A metal as stiff as tungsten should have a size on which all reasonable density functionals agree, and a functional that includes van der Waals attraction should, if anything, make it a little smaller. The first expectation fails, and the second turns out to be a poor guide. For one and the same crystal at the same pressure, the functionals spread over nearly 8 % in volume, which is about 2.6 % in length. The three that contain van der Waals attraction sit in the middle of the field, and one of them gives the same volume as ordinary PBE.

VASP 6.6.1, plane-wave PAW DFT without spin polarisation: cell relaxations of face-centred cubic tungsten at zero pressure (LDA: 2 GPa), with a 600 eV cutoff, an 11×11×11 k mesh and Fermi-Dirac smearing of 0.05 eV. Volume changes are relative to the starting cell of 16.73 Å³ per atom; a is the edge of the primitive cell.

```tsv
functional	potentials	volume change (%)	relaxed length a (Å)
LDA	VASP PAW LDA potentials, recommended	-6.070	2.812
PBE	VASP PAW PBE potentials, recommended	-1.530	2.856
PBEsol	VASP PAW PBE potentials, recommended	-4.190	2.830
revPBE	VASP PAW PBE potentials, recommended	-0.680	2.864
RPBE	VASP PAW PBE potentials, recommended	-0.340	2.868
BLYP	VASP PAW PBE potentials, recommended	2.340	2.893
AM05	VASP PAW PBE potentials, recommended	-4.710	2.825
PW91	VASP PAW PBE potentials, recommended	-1.010	2.861
SCAN	VASP PAW PBE potentials, recommended	-4.910	2.823
optB88-vdW	VASP PAW PBE potentials, recommended	-1.540	2.856
rev-vdW-DF2	VASP PAW PBE potentials, recommended	-2.770	2.844
vdW-DF-cx	VASP PAW PBE potentials, recommended	-3.790	2.834
```

The crystal is tungsten in the face-centred cubic structure, which is not its stable form; real tungsten is body-centred cubic. The volume change is counted from a common starting cell whose size is no measured value. A negative entry therefore doesn't mean that a functional errs on the small side, and only the differences between rows carry information. They are given below in points, where one point is one percent of the starting volume. The relaxed length a is the distance between neighbouring atoms, and the usual cubic edge is √2 times longer.

One row has to be put right first. LDA, the simplest functional, was relaxed under a pressure of 2 GPa, while all the others were relaxed at zero pressure. Part of its small volume is thus plain compression. How large a part can be worked out from the stiffness of the crystal, which the LDA relaxation itself reveals.

Under a pressure p, a crystal seeks the lowest enthalpy H = E + pV, where E is its energy and V its volume. Near the minimum H rises as a parabola, ΔH = B(ΔV)²/(2V), where B is the bulk modulus, the resistance to compression. In the LDA run the volume fell from 16.73 to 15.72 Å³ and the enthalpy dropped by 0.061 eV. This gives B ≈ 2 × 0.061 × 15.72/(1.01)² ≈ 1.9 eV/Å³, or about 300 GPa.

A pressure of 2 GPa then squeezes the crystal by 2/300, or about 0.7 %. Without it, the LDA volume change would be about −5.4 % instead of −6.07 %. LDA remains the smallest, but its distance from SCAN shrinks from 1.2 points to about 0.5. The parabola is a rough description of a volume change of 6 %, yet an error of a tenth in B would move the result by less than 0.1 points. No zero-pressure LDA run stands behind the corrected value; the printed output after this text shows it beside the other differences.

The same stiffness gives a number worth remembering: one percent of volume corresponds to about 3 GPa. A change of functional thus acts like a change of pressure inside the crystal, and differences of a few percent stand for tens of thousands of atmospheres. The physical question is where this inner pressure comes from.

Much of it can be traced to exchange, the part of the energy that arises because electrons of like spin avoid each other. LDA treats each point in the crystal as if it lay in a uniform electron gas. Gradient-corrected functionals multiply the LDA exchange energy by an enhancement factor, which grows where the density varies quickly compared with its own size. When the atoms move apart, the density between them thins out and such regions gain weight. The enhancement then lowers the energy further, so it pushes the atoms outward. LDA has no such push, which explains why it gives the smallest cell.

The PBE family allows a clean test of this argument. PBE, revPBE and RPBE share the same correlation, the remaining part of the electrons' mutual avoidance, and differ only in exchange. All three enhancement factors start alike at small gradients, but those of revPBE and RPBE then rise faster than that of PBE. The crystal responds as the argument demands: it grows by 0.85 points from PBE to revPBE and by 1.19 points from PBE to RPBE. The order of the last two is telling. At very large gradients revPBE has the stronger enhancement, while RPBE ends at the same ceiling as PBE. At moderate gradients, however, RPBE is slightly ahead, and it gives the larger cell.

PBEsol changes the factor at the other end. It makes the enhancement rise only about half as fast from the very start, and the volume falls by 2.7 points, three times the size of the revPBE shift. This takes back about two thirds of the expansion that PBE brings over LDA at zero pressure. PBEsol also weakens the gradient term in correlation, but that change alone should enlarge the cell, so weaker exchange must more than make up for it. The comparison suggests that in a metal this dense the small and moderate gradients decide the volume, and that the far end of the enhancement factor matters less.

AM05 and SCAN reach similarly small volumes by other routes. AM05 treats the interior of a solid much as LDA does and keeps its gradient correction for regions that resemble a surface. SCAN also uses the kinetic energy of the orbitals, which lets it recognise a metallic bond and treat it differently from the tail of an atom. SCAN was built, as PBEsol was, to follow the known gradient expansion of exchange where the density varies slowly, while the exchange of AM05 stays closer still to LDA there. All three lie between LDA and PBE. The 0.2 points between AM05 and SCAN deserve no explanation, because the plane-wave basis was not renewed in the relaxed cells and both functionals borrow potentials made for PBE. A difference this small may depend on either.

The van der Waals functionals show the same rule at work under a different name. Here the attraction is part of the functional itself, through a correlation term that links distant points, and no separate correction is added. optB88-vdW and vdW-DF-cx share this term and differ in exchange, yet their volumes lie 2.25 points apart. The smaller cell belongs to vdW-DF-cx, whose enhancement rises far more slowly at small gradients. The third, rev-vdW-DF2, has an intermediate rise and an intermediate volume, although its nonlocal term is also different, which makes it a weaker witness.

This explains why the van der Waals label is a poor guide to the size of a metal. The attraction is present in all three, but the exchange that goes with it shifts the result by a couple of percent. Nor does the attraction ensure a smaller cell. The exchange enhancement of rev-vdW-DF2 starts just as that of PBEsol does, yet its volume is 1.4 points larger, which points to the different correlation. The tie between optB88-vdW and PBE shows the other side of the matter. Two functionals can agree on a volume to within 0.01 points although they describe correlation in quite different ways, so agreement between them is no sign that either is right.

BLYP is the one functional that expands the starting cell, and it stands 2.7 points above RPBE, the next largest. Exchange alone is a doubtful explanation for such a gap. Its correlation part, LYP, was designed around the helium atom and doesn't reproduce the uniform electron gas, for which it gives too little correlation energy. The electrons that bind a metal resemble that gas more than they resemble a helium atom, and correlation that is too weak there pulls the atoms together less than it should. This is a known weakness of BLYP for metals. How much of the expansion is due to LYP and how much to the strong exchange that comes with it can't be read from these rows, since both change at once.

Two questions about a functional therefore give a first guess of where it will land. The first is whether its correlation is strong enough for a uniform electron gas; if it is too weak, a metal is likely to come out too loosely bound. The second is how quickly its exchange enhancement rises at small and moderate gradients, because a slow rise keeps the cell close to that of LDA and a fast one opens it up. This second question works best among functionals with the same kind of correlation, as the pair of PBEsol and rev-vdW-DF2 shows. PW91 lies close to PBE for a simpler reason: PBE was designed as a plainer version of it, and the two differ by only half a point.

For practical work the stiffness gives the warning its scale. If a strained or compressed cell is computed with PBEsol and its reference with PBE, the 2.7 points between them mimic a pressure of about 8 GPa that doesn't exist. A computed strain or change of density can be trusted only when both ends of the comparison come from the same functional, at pressures that are known.

Output of the analysis:

```
Volume against PBE and conventional cubic edge (LDA at 2 GPa):
          row  volume change less PBE in points  conventional edge in angstrom
          LDA                             -4.54                          3.977
          PBE                                 0                          4.039
       PBEsol                             -2.66                          4.002
       revPBE                              0.85                           4.05
         RPBE                              1.19                          4.056
         BLYP                              3.87                          4.091
         AM05                             -3.18                          3.995
         PW91                              0.52                          4.046
         SCAN                             -3.38                          3.992
   optB88-vdW                             -0.01                          4.039
  rev-vdW-DF2                             -1.24                          4.022
    vdW-DF-cx                             -2.26                          4.008
Number of functionals that shrink the cell: 11
BLYP less SCAN, volume change, points: 7.25
BLYP edge longer than SCAN edge, %: 2.48
BLYP less RPBE, the next largest, points: 2.68
Size of PBEsol shift over revPBE shift, both from PBE: 3.129
optB88-vdW less vdW-DF-cx (same nonlocal correlation), points: 2.25
optB88-vdW less PBE, points: -0.01
AM05 less SCAN, points: 0.2
LDA stiffness from its own relaxation, harmonic estimate, GPa: 296.4
LDA volume change estimated at zero pressure, %: -5.447
SCAN less LDA as run at 2 GPa, points: 1.16
SCAN less LDA estimated at zero pressure, points: 0.5372
PBE less LDA estimated at zero pressure, points: 3.917
Share of that LDA to PBE expansion undone by PBEsol, %: 67.91
```
